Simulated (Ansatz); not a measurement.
**A computed series for LiCl: pressure series**

Start from LiCl in the rock salt structure (space group Fm-3m, No. 225; a = 5.150 Å).

Cell and atoms are relaxed at each pressure.

Method: PBE, PAW, 420 eV (Ansatz, an electronic-structure program; no SOC).

```json
[
 {"P (GPa)": "-2.00", "V (Å³/atom)": "18.383"},
 {"P (GPa)": "-1.00", "V (Å³/atom)": "17.665"},
 {"P (GPa)": "1.80", "V (Å³/atom)": "16.234"},
 {"P (GPa)": "4.20", "V (Å³/atom)": "15.372"},
 {"P (GPa)": "9.00", "V (Å³/atom)": "14.144"},
 {"P (GPa)": "18.00", "V (Å³/atom)": "12.676"},
 {"P (GPa)": "30.00", "V (Å³/atom)": "11.449"},
 {"P (GPa)": "45.00", "V (Å³/atom)": "10.434"},
 {"P (GPa)": "60.00", "V (Å³/atom)": "9.710"}
]
```

A third-order Birch–Murnaghan fit to these points gives V₀ = 17.08 Å³/atom, B₀ = 32 GPa and B₀′ = 4.2. At pressure 60 GPa the volume is 56.9 % of V₀.

Measured bulk modulus of LiCl: 38.7 GPa (static lattice; corrected from measurement; as listed in Daniel Mejia-Rodriguez, S. B. Trickey, Phys. Rev. B (2018)); the computed value is 16 % below it.

Between the base and pressure 1.8 GPa the gap moves from 6.26 eV to 6.55 eV, a mean slope of 160 meV/GPa.

Load acts through the strain it causes; cell and atoms are relaxed under it. Whether these cells are dynamically stable was not tested. No other phases were tried under pressure.
